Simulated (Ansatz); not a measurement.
# Band gap of Ta2O5 (Pmmm) from density functionals to GW, part 2 of 2

Wanted: a ladder of band gaps for Ta2O5 (Pmmm), from density functionals to G0W0.

Ansatz 0.2.0; density functionals, hybrids and G0W0, plane waves, PAW. Known limits of the many-body steps: finite bands, screening cutoff and k mesh; no spin-orbit coupling in G0W0.

So far. Step 11 (G0W0@HSE06, 4×4×4 mesh, 572 empty bands, screening to …): Over 10 of 27 irreducible mesh points the G0W0 gap is 1.556 eV, from k = (-0.500, -0.500, -0.500) to k = (-0.500, 0.000, 0.000). The HSE06 gap of this run on the mesh is 1.367 eV. The two states that bound the G0W0 gap lie that far apart at the start, so the correction of the gap is 1.556 − 1.367 = +0.189 eV.

In doubt: masses and optical values from hybrid runs of this build are listed as unsure (steps 11, 12), which bears on the screening that GW takes from such a start.

## Step 13: All levels together

Each gap is the least one over the points named; times are wall times on shared hosts, not benchmarks. A G0W0 time includes the run's own self-consistent start. Runs with listed points see these and the mesh alone, so an edge that moves elsewhere is missed. Rows marked * are further runs, not shown as steps, whose inputs differ from the G0W0 step on the same start in the columns given; solver thresholds can differ too. Rows marked ? have an edge level that the program doubts. Symmetry makes (0.500, 0.500, 0.500) and (-0.500, -0.500, -0.500) one point. Symmetry makes (0.500, 0.000, 0.000) and (-0.500, 0.000, 0.000) one point.

```tsv
level	mesh	files, cutoff	bands summed, screening	points	gap (eV)	valence top	conduction bottom	least direct gap (eV)	time
LDA	6×6×4	soft_2 PAW, 420 eV	-	mesh and listed points	0.128	(0.500, 0.500, 0.500)	(0.500, 0.000, 0.000)	0.253	15 s
PBEsol	6×6×4	soft_2 PAW, 420 eV	-	mesh and listed points	0.172	(0.500, 0.500, 0.500)	(0.500, 0.000, 0.000)	0.329	5.3 s
PBE	6×6×4	soft_2 PAW, 420 eV	-	mesh and path	0.211	(0.500, 0.500, 0.500)	(0.500, 0.000, 0.000)	0.381	7.3 s
PBE+SOC	6×6×4	soft_2 PAW, 420 eV	-	mesh and listed points	0.115	(0.500, 0.500, 0.500)	(0.500, 0.000, 0.000)	0.388	3.6 s
r2SCAN	6×6×4	soft_2 PAW, 500 eV	-	mesh and listed points	0.465	(0.500, 0.500, 0.500)	(0.500, 0.000, 0.000)	0.690	2.9 s
HSE06	4×4×2	soft_2 PAW, 420 eV	-	mesh and listed points	1.360	(0.500, 0.500, 0.500)	(0.500, 0.000, 0.000)	1.751	16 s
PBE0	4×4×2	soft_2 PAW, 420 eV	-	mesh and listed points	2.107	(0.500, 0.500, 0.500)	(0.500, 0.000, 0.000)	2.515	54 s
DDH-PBE0	4×4×2	soft_2 PAW, 420 eV	-	mesh and listed points	1.269	(0.500, 0.500, 0.500)	(0.500, 0.000, 0.000)	1.585	2 min
G0W0@PBE*	4×4×4	soft_2 PAW, 420 eV	122, 60 eV	13 of 27 irreducible mesh points	1.054	(-0.500, -0.500, -0.500)	(-0.500, 0.000, 0.000)	1.244	7.3 s
G0W0@PBE*	4×4×4	soft_2 PAW, 420 eV	293, 120 eV	13 of 27 irreducible mesh points	1.013	(-0.500, -0.500, -0.500)	(-0.500, 0.000, 0.000)	1.226	13 s
G0W0@PBE	4×4×4	soft_2 PAW, 420 eV	600, 200 eV	13 of 27 irreducible mesh points	1.144	(-0.500, -0.500, -0.500)	(-0.500, 0.000, 0.000)	1.361	34 s
G0W0@PBE*?	4×4×2	soft_2 PAW, 420 eV	293, 120 eV	11 of 18 irreducible mesh points	0.973	(-0.500, -0.500, -0.500)	(-0.500, 0.000, 0.000)	1.194	13 s
G0W0@HSE06	4×4×4	soft_2 PAW, 420 eV	600, 200 eV	10 of 27 irreducible mesh points	1.556	(-0.500, -0.500, -0.500)	(-0.500, 0.000, 0.000)	1.875	1.8 min
G0W0@PBE0	4×4×4	soft_2 PAW, 420 eV	600, 200 eV	10 of 27 irreducible mesh points	1.797	(-0.500, -0.500, -0.500)	(-0.500, 0.000, 0.000)	2.140	3.6 min
```

## Step 14: Summary of results

```yaml
lda_over_mesh_and_listed_points: 0.128 eV
pbesol_over_mesh_and_listed_points: 0.172 eV
pbe_over_mesh_and_path: 0.211 eV
pbe_soc_over_mesh_and_listed_points: 0.115 eV
r2scan_over_mesh_and_listed_points: 0.465 eV
hse06_over_mesh_and_listed_points: 1.360 eV
pbe0_over_mesh_and_listed_points: 2.107 eV
ddh_pbe0_over_mesh_and_listed_points: 1.269 eV
g0w0_pbe_600_bands_4x4x4_over_13_of_27_irreducible_mesh_points: 1.144 eV
g0w0_hse06_over_10_of_27_irreducible_mesh_points: 1.556 eV
g0w0_pbe0_over_10_of_27_irreducible_mesh_points: 1.797 eV
known_limits: finite bands, screening cutoff and k mesh; no spin-orbit coupling in G0W0
```

**Reading.** The rows run from 0.115 eV (PBE+SOC) to 2.107 eV (PBE0). They differ in mesh, plane-wave cutoff, bands and screening cutoff of G0W0 and the points over which the gap was sought as well as in level, so only pairs that share these are like for like. PBEsol against LDA: 0.172 − 0.128 = +0.044 eV, with the same mesh, files and cutoff, and both edges at the same k points. PBE+SOC against PBE: 0.115 − 0.211 = −0.096 eV, with the same mesh, set of files (read in its fully relativistic form for the spin-orbit run) and cutoff, and both edges at the same k points. The spin-orbit run sees mesh and listed points alone, so its gap is an upper bound: the coupling can move an edge off these points, and the change over the zone, its sign included where it is small, is not known. PBE0 against HSE06: 2.107 − 1.360 = +0.747 eV, with the same mesh, files and cutoff, and both edges at the same k points. DDH-PBE0 against PBE0: 1.269 − 2.107 = −0.838 eV, with the same mesh, files and cutoff, and both edges at the same k points. G0W0@HSE06 against G0W0@PBE with 600 bands: 1.556 − 1.144 = +0.412 eV, with the same mesh, files and cutoffs, and both edges at the same k points. G0W0@PBE0 against G0W0@HSE06 with 600 bands: 1.797 − 1.556 = +0.241 eV, with the same mesh, files and cutoffs, and both edges at the same k points. The dielectric-dependent hybrid took 0.146 of exact exchange, against 0.25 in PBE0. G0W0@PBE (600 bands, 4×4×4) moves the gap of its own start on the mesh by 1.144 − 0.190 = +0.954 eV, between the same two levels. Both edges that PBE shows over mesh and path lie at k points where levels were corrected. Levels at other points were not corrected, so a lower G0W0 gap elsewhere in the zone is not ruled out. G0W0@HSE06 moves the gap of its own start on the mesh by 1.556 − 1.367 = +0.189 eV, between the same two levels. Both edges that HSE06 shows over mesh and listed points lie at k points where levels were corrected. Levels at other points were not corrected, so a lower G0W0 gap elsewhere in the zone is not ruled out. G0W0@PBE0 moves the gap of its own start on the mesh by 1.797 − 2.113 = −0.316 eV, between the same two levels. Both edges that PBE0 shows over mesh and listed points lie at k points where levels were corrected. Levels at other points were not corrected, so a lower G0W0 gap elsewhere in the zone is not ruled out. What spin-orbit coupling does to the G0W0 levels was not computed, so no sum with the G0W0 gap is formed. For G0W0@PBE: from 122 bands and 60 eV to 600 bands and 200 eV the gap moves by 1.144 − 1.054 = +0.090 eV (rung by rung 1.054, 1.013, 1.144 eV); bands and screening cutoff rise together, so their parts are not told apart. The gap turns back along the series (1.054, 1.013, 1.144 eV), so no line is drawn and the limit is not known. The other G0W0 rows are shown at one basis each (600 bands), so their distance from the limit is not known here. With the 4×4×2 mesh in place of the 4×4×4 mesh and all else as in the G0W0@PBE row with 293 bands, the gap differs by 0.973 − 1.013 = −0.040 eV, and that of the start by 0.184 − 0.190 = −0.006 eV. The program doubts an edge level of G0W0@PBE with 293 bands (4×4×2, soft_2 PAW). For G0W0@HSE06: the program's warnings for this run: metallic iterate. For G0W0@PBE0: the program's warnings for this run: coarse exchange mesh; metallic iterate. The G0W0 runs are scalar-relativistic. G0W0@PBE runs of this series with other atomic data on the same mesh, not shown as steps, give 1.204 eV (hard PAW, 930 eV, 890 bands, screening to 260 eV); where bands and cutoffs differ too, the part of the files is not isolated. The program doubts an edge level of G0W0@PBE with 890 bands (4×4×4, hard PAW).

[Paths, hosts, dates, memory and timing lines, banners, echoed tables and standing remarks are left out of the program output.]

[Logs are printed without paths, hosts, clocks, repeated set-up lines and the standing remarks that a program may print on its own settings, such as how far it seeks lower states.]

[Runs of the session that timed out or met a known fault of the program may be left out.]

[Cells called generated may have been cut or substituted from an entry of the Crystallography Open Database or the Materials Project.]

[Hosts, paths, dates, database ids (printed as entryN), source tags and the programs' standing remarks are cut or masked in the printed files.]

[Where an RPA ε∞ is given, it is that of the G0W0 mesh and is not shown converged in it. Names of k-points follow the symmetry that the program found, which can be lower than the space group named. Band edges on a path are those of the sampled points; other points can move an edge, and change direct to indirect where valleys lie close.]

[Hybrid gaps are those of their k-mesh and are not shown converged in it.]
